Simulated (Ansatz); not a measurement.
# TaN: what a change does to the field gradients

Base: a COD entry, whose atoms a relaxation with PBE at fixed cell left in place.

```
Ta N
1.0
     5.18500    0.00000    0.00000
    -2.59250    4.49034    0.00000
     0.00000    0.00000    2.90800
Ta N
3 3
Cartesian
  0.0000 0.0000 0.0000
  0.0000 2.9936 1.4540
  2.5925 1.4968 1.4540
  2.5925 0.0000 0.0000
  1.2962 2.2452 0.0000
  -1.2962 2.2452 0.0000
```

Atoms are numbered from 1 in the order listed; like atoms form one site, named after its first atom.

The numbers come from a DFT calculation in Ansatz (PBE, plane waves and PAW, scalar-relativistic, collinear spin, 420 eV cutoff, Γ-centred 10×10×16 k-points, Fermi–Dirac smearing 0.05 eV). Start moments as typed (μB): 2 on each Ta, none on the rest.

(1) Variant: z stretched by 3 %, ions relaxed. What happens to the gradients (10²¹ V/m²)?

Answers

(1) 

```json
{"site": "Ta1", "atoms": "1", "V_zz base": "-46.4", "η base": "0.00", "V_zz variant": "-42.7", "η variant": "0.00"}
{"site": "Ta2", "atoms": "2, 3", "V_zz base": "-38.2", "η base": "0.00", "V_zz variant": "-35.3", "η variant": "0.00"}
{"site": "N", "atoms": "4, 5, 6", "V_zz base": "2.93", "η base": "0.80", "V_zz variant": "-2.93", "η variant": "0.92"}
```

The largest change of V_zz along a kept axis is on Ta1, from -46.4 to -42.7. In per cent, |V_zz| changes by -8 to -7 on Ta (all sites that start above 2, bar those whose gradient vanishes or changes sign or whose main axis turns by over 40°). On N the largest principal value lies along another axis in the second run, so the two V_zz can't be compared directly.

The run finds no gap above 0.1 eV (a metal, or nearly one), so the gradients can move by 10 % or more with the k-mesh. Without spin–orbit coupling the gradients at and beside Ta can be off by some per cent, at some sites by more. With these PAW files V_zz is typically within 2 to 3 % of all-electron values, but misses above 10 % occur on Ta. The start moments die out, and the run ends without spin.
For the base: At this cell the PBE pressure is 10 GPa, so with PBE the cell would grow if it were relaxed. The entry's cell may itself be off.
